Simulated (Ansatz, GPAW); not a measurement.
Given: the input of a run of GPAW 26.7.0 (ASE script) on GaAs. 

run.py

```python
from ase.dft.bandgap import bandgap
from ase.io import read, write
from ase.units import GPa
from gpaw import GPAW, PW

atoms = read('GaAs.xyz')

calc = GPAW(mode=PW(600),
            xc='LDA',
            kpts={'size': (8, 8, 8), 'gamma': True},
            occupations={'name': 'methfessel-paxton', 'order': 0, 'width': 0.05},
            nbands=11,
            convergence={'density': 1e-05, 'energy': 1e-05},
            maxiter=150,
            txt='gpaw.txt')
atoms.calc = calc
energy = atoms.get_potential_energy()
forces = atoms.get_forces()
stress = atoms.get_stress()
calc.write('gs.gpw')
write('result.traj', atoms)
print(f'Energy: {energy:.6f} eV')
print('Forces (eV/A):')
print(forces.round(4))
print('Stress (GPa):', (stress / GPa).round(3))
print('Fermi level:', round(calc.get_fermi_level(), 4), 'eV')
print(f'Gap: {bandgap(calc)[0]:.4f} eV, direct: {bandgap(calc, direct=True)[0]:.4f} eV')
```

The input GaAs.xyz:

```xyz
2
Lattice="0.0000000000 2.8268500000 2.8268500000 2.8268500000 0.0000000000 2.8268500000 2.8268500000 2.8268500000 0.0000000000" Properties=species:S:1:pos:R:3 pbc="T T T"
As     4.2402750000      4.2402750000      4.2402750000
Ga     0.0000000000      0.0000000000      0.0000000000
```

Potentials or basis: the program's PAW data sets (release 1.2.1) made for this functional, pw.

Launch:

```bash
$ OMP_NUM_THREADS=1 python run.py
```

Task: Translate it to Ansatz 0.2.0. Potentials or basis there: Ansatz PAW, cutoff 420 eV.

Result: As run (cutoffs and basis follow the program's own potentials, and thresholds, step limits or extra output files can differ):

The input input.yaml:

```yaml
crystal:
  lattice:
    - [0.0, 2.82685, 2.82685]
    - [2.82685, 0.0, 2.82685]
    - [2.82685, 2.82685, 0.0]
  atoms:
    - { symbol: As, position: [0.75, 0.75, 0.75] }
    - { symbol: Ga, position: [0.0, 0.0, 0.0] }
hamiltonian:
  xc: lda
  pseudopotentials: { kind: paw }
kpoints:
  mp_grid: { grid: [8, 8, 8] }
scf:
  occupations: { method: gaussian, width: 0.05 }
output:
  forces: true
  stress: true
  eigenvalues: true
```

Potentials or basis: Ansatz PAW.

Run with:

```console
$ ansatz run input.yaml --threads 2 --pin off --max-ram 5632MiB --backend cpu --events-out ev --progress --plain --runs-dir out
```

Both were run:

|  | GPAW | Ansatz |
| --- | --- | --- |
| Pressure | -0.9 GPa | -1.9 GPa |

Ansatz's pressure holds a Pulay term of +0.03 GPa for its cutoff of 420 eV, which the other run lacks.

The potentials hold 8 and 28 valence electrons a cell.

Ansatz's potentials were made for PBE.

Where Ansatz's input types no cutoff or centring, it takes its own default and a Γ-centred mesh.

The two programs' LDA may be different fits to the electron gas.

Pressure is positive in compression.
